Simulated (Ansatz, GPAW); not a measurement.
**AlCu3: 3 runs at one level of theory**

```
CELL_PARAMETERS angstrom
3.63738 0.00000 0.00000
0.00000 3.63738 0.00000
0.00000 0.00000 3.63738
ATOMIC_POSITIONS crystal
Cu 0.00000 0.50000 0.50000
Cu 0.50000 0.00000 0.50000
Cu 0.50000 0.50000 0.00000
Al 0.00000 0.00000 0.00000
```

The cell comes from a database or a generator and needn't be the stable form of this composition.

Alike in all runs: task single point; functional PBEsol; k mesh 7 × 7 × 7; occupations fermi-dirac, width 0.05 eV; no spin polarisation; no spin-orbit coupling. Pressure is positive in compression and, in plane waves, holds the error of the finite cutoff, which Ansatz's Pulay term estimates and takes out.

```csv
program and potentials,plane-wave cutoff (eV),notes,pressure (GPa)
"Ansatz, Ansatz PAW",420,"potentials made for PBE, which Ansatz adapts in part; 15 valence electrons an atom on average",?
"GPAW, PAW data sets generated for this functional",600,9 valence electrons an atom on average; this data set often lies off other programs,0.75
"Ansatz, all-electron LAPW, scalar-relativistic",-,-,-0.77
```

Task: Estimate from the other rows what the run with Ansatz, Ansatz PAW gave.

Result: Pressure -0.75 GPa. Its pressure holds a Pulay term of +0.09 GPa. The other rows, which needn't bracket it: pressure -0.77 to 0.75.
